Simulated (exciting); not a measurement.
# InP (F-43m) in exciting: a series of runs, part 2 of 2

exciting (release sodium). Earlier steps stand in the parts before.

## (5) Single point, PBE

input.xml reads:

```xml
<input>
  <title>InP</title>
  <structure speciespath="./" tshift="false">
    <crystal scale="1">
      <basevect>0.000000000000 5.537842408216 5.537842408216</basevect>
      <basevect>5.537842408216 0.000000000000 5.537842408216</basevect>
      <basevect>5.537842408216 5.537842408216 0.000000000000</basevect>
    </crystal>
    <species speciesfile="In.xml" rmt="2.3">
      <atom coord="0.000000000000 0.000000000000 0.000000000000"/>
    </species>
    <species speciesfile="P.xml" rmt="2">
      <atom coord="0.750000000000 0.750000000000 0.750000000000"/>
    </species>
  </structure>
  <groundstate do="fromscratch" ngridk="8 8 8" rgkmax="7.8" gmaxvr="14" lmaxapw="10" lmaxmat="10" lmaxvr="8" xctype="GGA_PBE" stype="Gaussian" swidth="0.00040424" nempty="10" ValenceRelativity="iora*" epsengy="1e-05" epspot="1e-05" maxscl="60" tforce="true" outputlevel="normal"/>
</input>
```

Potentials or basis: all-electron LAPW+lo, shipped species files, valence relativity iora*.

Run with:

```
OMP_NUM_THREADS=1 exciting_smp
```

INFO.OUT:

```text
================================================================================
EXCITING SODIUM started
[... 10 lines left out ...]

 Lattice vectors (cartesian) :
      0.0000000000      5.5378424082      5.5378424082
      5.5378424082      0.0000000000      5.5378424082
      5.5378424082      5.5378424082      0.0000000000

 Reciprocal lattice vectors (cartesian) :
     -0.5672954234      0.5672954234      0.5672954234
      0.5672954234     -0.5672954234      0.5672954234
      0.5672954234      0.5672954234     -0.5672954234

 Unit cell volume                           :     339.6657630548
 Brillouin zone volume                      :       0.7302773503

 Species :    1 (In)
     parameters loaded from                 :    In.xml
[... 572 lines left out ...]

--------------------------------------------------------------------------------
- Writing atomic positions and forces                                          -
--------------------------------------------------------------------------------

 Atomic positions (lattice) :
 atom     1  In  :     0.00000000    0.00000000    0.00000000
 atom     2   P  :     0.75000000    0.75000000    0.75000000

 Total atomic forces including IBS (cartesian) :
 atom     1  In  :    -0.00000000    0.00000000    0.00000000
 atom     2   P  :     0.00000000   -0.00000000   -0.00000000

 Atomic force components including IBS (cartesian) :
 atom     1  In  :    -0.00000000   -0.00000000    0.00000000   HF force
                 :     0.00000000    0.00000000    0.00000000   core correction
                 :    -0.00000000    0.00000000    0.00000000   IBS correction
 atom     2   P  :     0.00000000    0.00000000   -0.00000000   HF force
                 :    -0.00000000   -0.00000000   -0.00000000   core correction
                 :     0.00000000   -0.00000000   -0.00000000   IBS correction

********************************************************************************
* Groundstate module stopped                                                   *
********************************************************************************

================================================================================
| EXCITING SODIUM stopped                                                      =
================================================================================
```

EVALCORE.OUT:

```text
Species :    1 (In), atom :    1
 n =  1, l =  0, k =  1 :   -1018.988907
 n =  2, l =  0, k =  1 :   -152.2460487
 n =  2, l =  1, k =  1 :   -141.9523810
 n =  2, l =  1, k =  2 :   -134.2023504
 n =  3, l =  0, k =  1 :   -28.61793698
 n =  3, l =  1, k =  1 :   -24.46462296
 n =  3, l =  1, k =  2 :   -23.06465044
 n =  3, l =  2, k =  2 :   -15.72138395
 n =  3, l =  2, k =  3 :   -15.43454819
 n =  4, l =  0, k =  1 :   -4.055545537

Species :    2 (P), atom :    1
 n =  1, l =  0, k =  1 :   -76.17655541
 n =  2, l =  0, k =  1 :   -5.991565330
 n =  2, l =  1, k =  1 :   -4.194219937
 n =  2, l =  1, k =  2 :   -4.160559570
```

Run time: 2 min. Hardware: 1 thread of Arm Neoverse V1, shared host; peak memory 0.14 GiB.

Results:

```
Free energy                                       : -169401.1322 eV
Band gap on the k mesh                            : 0.71 eV, direct
All electrons inside the program's atomic spheres : In 46.71; P 12.76 (radii In 2.3, P 2.0 bohr)
```

Levels at points of the mesh, in eV from the valence-band top:
```csv
k point,band 10,band 11,band 12,band 13,band 14,band 15
"(0.00, 0.00, 0.00)",0.00,0.00,0.00,0.71,4.09,4.09
"(0.50, 0.00, 0.00)",-5.73,-0.97,-0.97,1.50,4.81,4.81
"(0.50, 0.50, 0.00)",-5.75,-2.32,-2.32,1.77,2.27,9.21
```

Caveat: spin-orbit coupling is left out, which moves the levels of the heavy elements.

## (6) Overview

```tsv
level	k mesh	smearing	outputlevel	rgkmax	gap on the mesh (eV)
LDA	5 × 5 × 5, shifted	gaussian 0.05 eV	high	6.8	0.47
LDA	5 × 5 × 5	gaussian 0.027 eV	normal	6.8	0.47
LDA	5 × 5 × 5, shifted	gaussian 0.01 eV	low	6.8	0.47
PBE	8 × 8 × 8	gaussian 0.011 eV	normal	7.8	0.71
```

Alike in all rows: task single point; potentials or basis all-electron LAPW+lo, shipped species files, valence relativity iora*; no spin polarisation; cell as given.

On the cell as given the gap runs from 0.47 eV (LDA) to 0.71 eV (PBE); the meshes differ, which moves gaps too.

Caveats: spin-orbit coupling is left out, which moves the levels of the heavy elements; rgkmax is low for these elements, so energy differences scatter by about 1 meV per atom (some runs).

Compare energies only between runs with the same functional and basis.

## (7) Comparison with measurements

Step 2. A measured gap of InP is 1.4236 eV (direct; 1.6 K; a printed reference work, data compilation); the calculated 0.47 eV misses it by -0.96 eV. Spin-orbit coupling on In is left out. The value is that of LDA, without temperature or zero-point motion. Semilocal functionals fall short of measured gaps as a rule.

Step 3. Measured gap of InP: 1.4236 eV (direct; 1.6 K; a printed reference work, data compilation). This calculation gives 0.47 eV (-0.96 eV). Spin-orbit coupling on In is left out. The value is that of LDA, without temperature or zero-point motion. Semilocal functionals fall short of measured gaps as a rule.

Step 4. Against the measured gap of InP, 1.4236 eV (direct; 1.6 K; a printed reference work, data compilation), the calculated 0.47 eV is off by -0.96 eV. Spin-orbit coupling on In is left out. The value is that of LDA, without temperature or zero-point motion. Semilocal functionals fall short of measured gaps as a rule.

Step 5. A measured gap of InP is 1.4236 eV (direct; 1.6 K; a printed reference work, data compilation); the calculated 0.71 eV misses it by -0.72 eV. Spin-orbit coupling on In is left out. The value is that of PBE, without temperature or zero-point motion. Semilocal functionals fall short of measured gaps as a rule.
